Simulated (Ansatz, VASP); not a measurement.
**One calculation of SnO, two programs**

Contents of INCAR:

```
PREC = Accurate
ENCUT = 520
EDIFF = 1E-6
ISMEAR = -1
SIGMA = 0.05
LREAL = F
LASPH = T
NELM = 100
ALGO = Normal
ISIF = 2
LWAVE = F
LCHARG = F
NBANDS = 28
```

The input KPOINTS:

```
Automatic mesh
0
Gamma
  7 7 6
```

The input POSCAR:

```
SnO
1.0
    3.7880991788      0.0000000000      0.0000000000
    0.0000000000      3.7880991788      0.0000000000
    0.0000000000      0.0000000000      4.8541142359
Sn O
2 2
Direct
    0.5000000000      0.0000000000      0.7646261400
    0.0000000000      0.5000000000      0.2353738600
    0.0000000000      0.0000000000      0.0000000000
    0.5000000000      0.5000000000      0.0000000000
```

Contents of input.yaml:

```yaml
crystal:
  lattice:
    - [3.7880991788, 0.0, 0.0]
    - [0.0, 3.7880991788, 0.0]
    - [0.0, 0.0, 4.8541142359]
  atoms:
    - { symbol: Sn, position: [0.5, 0.0, 0.76462614] }
    - { symbol: Sn, position: [0.0, 0.5, 0.23537386] }
    - { symbol: O, position: [0.0, 0.0, 0.0] }
    - { symbol: O, position: [0.5, 0.5, 0.0] }
kpoints:
  mp_grid: { grid: [7, 7, 6] }
scf:
  occupations: { method: fermi_dirac, width: 0.05 }
hamiltonian:
  xc: lda
  pseudopotentials: { kind: all_electron, lapw: { basis_error: 0.002 } }
output:
  forces: true
  stress: true
  eigenvalues: true
```

Change from the starting cell: volume scaled by 0.98.

Alike in both runs: task single point; functional LDA; k mesh 7 × 7 × 6; occupations fermi-dirac, width 0.05 eV; no spin polarisation.

```csv
,VASP,Ansatz
version,VASP 6.6.1,Ansatz 0.2.0
potentials or method,"VASP PAW LDA potentials, release 64 (Sn_d, O)","all-electron LAPW, scalar-relativistic"
plane-wave cutoff (eV),520,see its input
```

```tsv
	VASP	Ansatz	Ansatz less VASP
gap on the k mesh at the Fermi level (eV)	0.38	0.39	+0.014
least direct gap on the mesh (eV)	1.96	2.01	+0.049
pressure (GPa)	-1.1	-1.4	-0.34
rms of the force components (eV/Å)	0.063	0.017	-0.0459
```

Atom by atom the forces differ by 0.046 eV/Å (rms over components). Ansatz ran all-electron here, so the differences hold the error of VASP's frozen core and of both bases.

Caveats: spin-orbit coupling is left out, which moves the levels of the heavy elements; an odd mesh through Γ misses points on the zone boundary, where band edges often lie.
